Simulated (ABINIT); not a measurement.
# InSe (R3m) in ABINIT: single point with PBEsol

Aim: the single point of InSe with PBEsol.

Everything below comes from runs of ABINIT 10.8.3 (patched build). Logs are shortened: lines on timing, memory, paths and dates and some standing lists are left out, and cuts for length are marked. The log counts tension as positive stress, the text compression.

**What was measured.**

“The Interaction of Hydrogen with the van der Waals Crystal γ-InSe”, 2020, pmc:7321205 reports, for a bulk crystal of InSe at 300 K: band gap 1.25 eV.

The results are compared with them further down.

## Step 1: Starting point

The structure is trigonal, space group R3m (No. 160). The conventional cell has a = 4.000 Å, b = 4.000 Å, c = 25.320 Å, α = 90.00°, β = 90.00°, γ = 120.00°. In (site symmetry 3m) is surrounded by 3 Se at 2.63 Å and 1 In at 2.82 Å. Around In (site symmetry 3m) lie 3 Se at 2.64 Å and 1 In at 2.82 Å. Se (site symmetry 3m) has 3 In at 2.63 Å as nearest neighbours. Around Se (site symmetry 3m) lie 3 In at 2.64 Å.

## Step 2: Single point, PBEsol

run.abi reads:

```
# Pseudopotentials
pp_dirpath "./"
pseudos "In.upf, Se.upf"

# Structure
acell 8.7502533297 8.7502533297 8.7502533297 Angstrom
rprim
     0.2285648112     0.1319619553     0.9645435031
    -0.2285648112     0.1319619553     0.9645435031
     0.0000000000    -0.2639239105     0.9645435031
ntypat 2
znucl 49 34
natom 4
typat 1 1 2 2
xred
     0.8886000000     0.8886000000     0.8886000000
     0.0000000000     0.0000000000     0.0000000000
     0.1719000000     0.1719000000     0.1719000000
     0.3835000000     0.3835000000     0.3835000000

# Plane-wave basis
ecut 43.0

# k points
kptopt 1
ngkpt 6 6 6
nshiftk 1
shiftk 0.0 0.0 0.0

# Exchange and correlation
ixc -116133

# Bands and occupations
nband 35
occopt 3
tsmear 0.00183747

# SCF cycle
nstep 100
tolvrs 1.0e-10

# Output
iomode 3
prtwf 0
prtden 0
prteig 0
prtebands 0
prtvol 2
```

Potentials or basis: PseudoDojo NC SR PBEsol v0.4.1 standard.

On the command line:

```sh
$ mpirun --bind-to none -np 4 abinit run.abi > log 2>&1
```

run.abo:

```text
.Version 10.8.3 of ABINIT
 Symmetries : space group R3 m (#160); Bravais hR (rhombohedral)
================================================================================
 Values of the parameters that define the memory need of the present run
     intxc =       0    ionmov =       0      iscf =       7    lmnmax =       6
     lnmax =       6     mgfft =     100  mpssoang =       3    mqgrid =    3001
     natom =       4  nloc_mem =       1    nspden =       1   nspinor =       1
    nsppol =       1      nsym =       6    n1xccc =    2501    ntypat =       2
    occopt =       3   xclevel =       2
       mpw =       10661          nfft =     1000000          nkpt =          32
================================================================================
================================================================================

--------------------------------------------------------------------------------
------------- Echo of variables that govern the present computation ------------
--------------------------------------------------------------------------------
 -outvars: echo values of preprocessed input variables --------
            acell      1.6535582325E+01  1.6535582325E+01  1.6535582325E+01 Bohr
              amu      1.14820000E+02  7.89600000E+01
             ecut      4.30000000E+01 Hartree
              ixc     -116133
         kptrlatt        6    0    0      0    6    0      0    0    6
          kptrlen      4.53534270E+01
            natom           4
            nband          35
            ngfft         100     100     100
             nkpt          32
            nstep         100
             nsym           6
           ntypat           2
           occopt           3
           prtden           0
        prtebands           0
           prteig           0
           prtvol           2
            prtwf           0
            rprim      2.2856481120E-01  1.3196195530E-01  9.6454350310E-01
                      -2.2856481120E-01  1.3196195530E-01  9.6454350310E-01
                       0.0000000000E+00 -2.6392391050E-01  9.6454350310E-01
          spgroup         160
           tolvrs      1.00000000E-10
           tsmear      1.83747000E-03 Hartree
            typat      1  1  2  2
           xangst     -3.2663305907E-16  7.7754735294E-10  2.2499351999E+01
                       0.0000000000E+00  0.0000000000E+00  0.0000000000E+00
                      -2.1835632524E-17  1.5041685282E-10  4.3525079998E+00
                       8.5028900183E-18  3.3557216603E-10  9.7102199996E+00
            xcart     -6.1724702531E-16  1.4693515470E-09  4.2517613289E+01
                       0.0000000000E+00  0.0000000000E+00  0.0000000000E+00
                      -4.1263365256E-17  2.8424665655E-10  8.2250480805E+00
                       1.6068133413E-17  6.3413948928E-10  1.8349656422E+01
             xred      8.8860000000E-01  8.8860000000E-01  8.8860000000E-01
                       0.0000000000E+00  0.0000000000E+00  0.0000000000E+00
                       1.7190000000E-01  1.7190000000E-01  1.7190000000E-01
                       3.8350000000E-01  3.8350000000E-01  3.8350000000E-01
            znucl       49.00000   34.00000

================================================================================

 chkinp: Checking input parameters for consistency.

================================================================================
== DATASET  1 ==================================================================

--- !DatasetInfo
iteration_state: {dtset: 1, }
dimensions: {natom: 4, nkpt: 32, mband: 35, nsppol: 1, nspinor: 1, nspden: 1, mpw: 10661, }
cutoff_energies: {ecut:  43.0, pawecutdg:  -1.0, }
electrons: {nelect:   5.80000000E+01, charge:   0.00000000E+00, occopt:   3.00000000E+00, tsmear:   1.83747000E-03, }
meta: {optdriver: 0, ionmov: 0, optcell: 0, iscf: 7, paral_kgb: 0, }
...

 Real(R)+Recip(G) space primitive vectors, cartesian coordinates (Bohr,Bohr^-1):
 R(1)=  3.7794523  2.1820678 15.9492885  G(1)=  0.1322943  0.0763802  0.0208996
 R(2)= -3.7794523  2.1820678 15.9492885  G(2)= -0.1322943  0.0763802  0.0208996
 R(3)=  0.0000000 -4.3641355 15.9492885  G(3)=  0.0000000 -0.1527603  0.0208996
[... 287 lines left out ...]
  1.35E-17 6.72E-18 6.79E-18 5.93E-18 2.07E-17 1.12E-17 4.51E-17 1.83E-13
  4.70E-13 2.76E-17 5.64E-06
 reduced coordinates (array xred) for    4 atoms
       0.888600000000      0.888600000000      0.888600000000
       0.000000000000      0.000000000000      0.000000000000
       0.171900000000      0.171900000000      0.171900000000
       0.383500000000      0.383500000000      0.383500000000
 rms dE/dt=  6.7725E-02; max dE/dt=  8.8523E-02; dE/dt below (all hartree)
    1      -0.094096665111     -0.094096665111     -0.094096665111
    2       0.088523067882      0.088523067882      0.088523067882
    3       0.031436716749      0.031436716749      0.031436716749
    4      -0.025839478255     -0.025839478255     -0.025839478255

 cartesian coordinates (angstrom) at end:
    1     -0.00000000000000     0.00000000077755    22.49935199904371
    2      0.00000000000000     0.00000000000000     0.00000000000000
    3     -0.00000000000000     0.00000000015042     4.35250799981501
    4      0.00000000000000     0.00000000033557     9.71021999958729

 cartesian forces (hartree/bohr) at end:
    1     -0.00000000000000     0.00000000000000     0.00590011118152
    2      0.00000000000000    -0.00000000000000    -0.00554991262181
    3      0.00000000000000     0.00000000000000    -0.00197067138317
    4     -0.00000000000000    -0.00000000000000     0.00162047282346
 frms,max,avg= 2.4515696E-03 5.9001112E-03   0.000E+00  0.000E+00 -3.706E-07 h/b

 cartesian forces (eV/Angstrom) at end:
    1     -0.00000000000000     0.00000000000000     0.30339591549952
    2      0.00000000000000    -0.00000000000000    -0.28538798151972
    3      0.00000000000000     0.00000000000000    -0.10133599690780
    4     -0.00000000000000    -0.00000000000000     0.08332806292800
 frms,max,avg= 1.2606478E-01 3.0339592E-01   0.000E+00  0.000E+00 -1.906E-05 e/A
 length scales= 16.535582325446 16.535582325446 16.535582325446 bohr
              =  8.750253329700  8.750253329700  8.750253329700 angstroms
 Fermi (or HOMO) energy (hartree) =   0.14451   Average Vxc (hartree)=  -0.35130
 Eigenvalues (hartree) for nkpt=  32  k points:
 kpt#   1, nband= 35, wtk=  0.00463, kpt=  0.0000  0.0000  0.0000 (reduced coord)
  -1.61015   -1.61015   -1.60987   -1.60987   -1.60847   -1.60847   -1.60826   -1.60826
  -1.60788   -1.60769   -0.40466   -0.39795   -0.39795   -0.39489   -0.39489   -0.39423
  -0.39423   -0.38886   -0.38855   -0.38855   -0.36104   -0.34628   -0.09428    0.01078
   0.08140    0.09046    0.09046    0.09391    0.09391    0.19832    0.21147    0.29863
   0.29863    0.32626    0.33817
      occupation numbers for kpt#   1
   2.00000    2.00000    2.00000    2.00000    2.00000    2.00000    2.00000    2.00000
   2.00000    2.00000    2.00000    2.00000    2.00000    2.00000    2.00000    2.00000
   2.00000    2.00000    2.00000    2.00000    2.00000    2.00000    2.00000    2.00000
   2.00000    2.00000    2.00000    2.00000    2.00000    0.00000    0.00000    0.00000
   0.00000    0.00000    0.00000
 kpt#   2, nband= 35, wtk=  0.02778, kpt=  0.1667  0.0000  0.0000 (reduced coord)
  -1.61015   -1.61015   -1.60987   -1.60986   -1.60847   -1.60847   -1.60826   -1.60826
  -1.60788   -1.60769   -0.40519   -0.40115   -0.39921   -0.39783   -0.39451   -0.39419
  -0.39367   -0.38992   -0.38861   -0.38593   -0.34986   -0.33689   -0.08741   -0.00740
   0.03726    0.07011    0.07849    0.08348    0.09915    0.21512    0.23654    0.27291
[... 352 lines left out ...]
   2.00000    2.00000    2.00000    2.00000    2.00000    2.00000    2.00000    2.00000
   2.00000    2.00000    2.00000    2.00000    2.00000    0.00000    0.00000    0.00000
   0.00000    0.00000    0.00000
 kpt#  32, nband= 35, wtk=  0.00463, kpt=  0.5000  0.5000  0.5000 (reduced coord)
  -1.61015   -1.61015   -1.60987   -1.60987   -1.60847   -1.60847   -1.60826   -1.60826
  -1.60788   -1.60769   -0.40465   -0.39796   -0.39796   -0.39488   -0.39488   -0.39423
  -0.39423   -0.38920   -0.38855   -0.38855   -0.35577   -0.35180   -0.08141   -0.02221
   0.08794    0.08794    0.09667    0.09667    0.13835    0.15056    0.21397    0.29553
   0.29553    0.34283    0.34392
      occupation numbers for kpt#  32
   2.00000    2.00000    2.00000    2.00000    2.00000    2.00000    2.00000    2.00000
   2.00000    2.00000    2.00000    2.00000    2.00000    2.00000    2.00000    2.00000
   2.00000    2.00000    2.00000    2.00000    2.00000    2.00000    2.00000    2.00000
   2.00000    2.00000    2.00000    2.00000    1.93261    0.07195    0.00000    0.00000
   0.00000    0.00000    0.00000
 Total charge density [el/Bohr^3]
)     Maximum=    2.4443E+00  at reduced coord.    0.0700    0.2100    0.2200
)Next maximum=    2.4443E+00  at reduced coord.    0.2100    0.0700    0.2200
)     Minimum=    4.9064E-04  at reduced coord.    0.0000    0.0000    0.0000
)Next minimum=    9.0880E-04  at reduced coord.    0.3900    0.3800    0.3800
   Integrated=    5.8000E+01

--- !EnergyTerms
iteration_state     : {dtset: 1, }
comment             : Components of total free energy in Hartree
kinetic             :  2.40310539447382E+02
hartree             :  1.13948992274851E+02
xc                  : -8.76024297488676E+01
Ewald energy        : -1.97130854115537E+02
psp_core            :  7.98979249391991E+00
local_psp           : -3.17884870659358E+02
non_local_psp       : -1.34514822677881E+02
internal            : -3.74883652985490E+02
'-kT*entropy'       : -5.50347651690043E-06
total_energy        : -3.74883658488967E+02
total_energy_eV     : -1.02011040284497E+04
band_energy         : -4.11164561463143E+01
...

 Cartesian components of stress tensor (hartree/bohr^3)
  sigma(1 1)= -2.29827272E-05  sigma(3 2)= -3.49075429E-13
  sigma(2 2)= -2.29827261E-05  sigma(3 1)=  0.00000000E+00
  sigma(3 3)=  1.46046118E-05  sigma(2 1)=  0.00000000E+00

-Cartesian components of stress tensor (GPa)         [Pressure=  3.0756E-01 GPa]
- sigma(1 1)= -6.76175178E-01  sigma(3 2)= -1.02701537E-08
- sigma(2 2)= -6.76175147E-01  sigma(3 1)=  0.00000000E+00
- sigma(3 3)=  4.29682514E-01  sigma(2 1)=  0.00000000E+00

== END DATASET(S) ==============================================================
================================================================================

 -outvars: echo values of variables after computation  --------
            acell      1.6535582325E+01  1.6535582325E+01  1.6535582325E+01 Bohr
           etotal     -3.7488365849E+02
            fcart     -3.5272991412E-18  3.2644309241E-19  5.9001111815E-03
                       3.2415694209E-18 -4.7429544711E-19 -5.5499126218E-03
                       1.5731768357E-18  6.2128142343E-19 -1.9706713832E-03
                      -1.2874471154E-18 -4.7342906873E-19  1.6204728235E-03
            rprim      2.2856481120E-01  1.3196195530E-01  9.6454350310E-01
                      -2.2856481120E-01  1.3196195530E-01  9.6454350310E-01
                       0.0000000000E+00 -2.6392391050E-01  9.6454350310E-01
           strten     -2.2982727167E-05 -2.2982726106E-05  1.4604611806E-05
                      -3.4907542895E-13  0.0000000000E+00  0.0000000000E+00
           xangst     -3.2663305907E-16  7.7754735294E-10  2.2499351999E+01
                       0.0000000000E+00  0.0000000000E+00  0.0000000000E+00
                      -2.1835632524E-17  1.5041685282E-10  4.3525079998E+00
                       8.5028900183E-18  3.3557216603E-10  9.7102199996E+00
             xred      8.8860000000E-01  8.8860000000E-01  8.8860000000E-01
                       0.0000000000E+00  0.0000000000E+00  0.0000000000E+00
                       1.7190000000E-01  1.7190000000E-01  1.7190000000E-01
                       3.8350000000E-01  3.8350000000E-01  3.8350000000E-01
 Calculation completed.
```

It took 6.9 min on 4 MPI ranks of AMD EPYC 9R45 (Zen 5), shared host; peak memory 1.8 GiB.

Results:

```
Free energy                                           : -10201.1040 eV
Pressure                                              : 0.3 GPa
Largest force                                         : 0.303 eV/Å
Band gap on the k mesh                                : 0.33 eV, direct
Valence electrons inside the program's atomic spheres : In 9.89; Se 13.22, 13.23
```

Forces in eV/Å, atoms in the order of the input:
```
In   0.000  0.000  0.303
In   0.000  0.000 -0.285
Se   0.000  0.000 -0.101
Se   0.000  0.000  0.083
```

Caveat: spin-orbit coupling is left out, which moves the levels of the heavy elements.

## Step 3: How close it comes

Step 2. A measured gap of InSe is 1.25 eV (300 K; “The Interaction of Hydrogen with the van der Waals Crystal γ-InSe”, 2020, pmc:7321205); the calculated 0.33 eV misses it by -0.92 eV. Spin-orbit coupling on In, Se is left out. The value is that of PBEsol on a finite k mesh, which can miss the band edges, without temperature or zero-point motion. Semilocal functionals fall short of measured gaps as a rule.
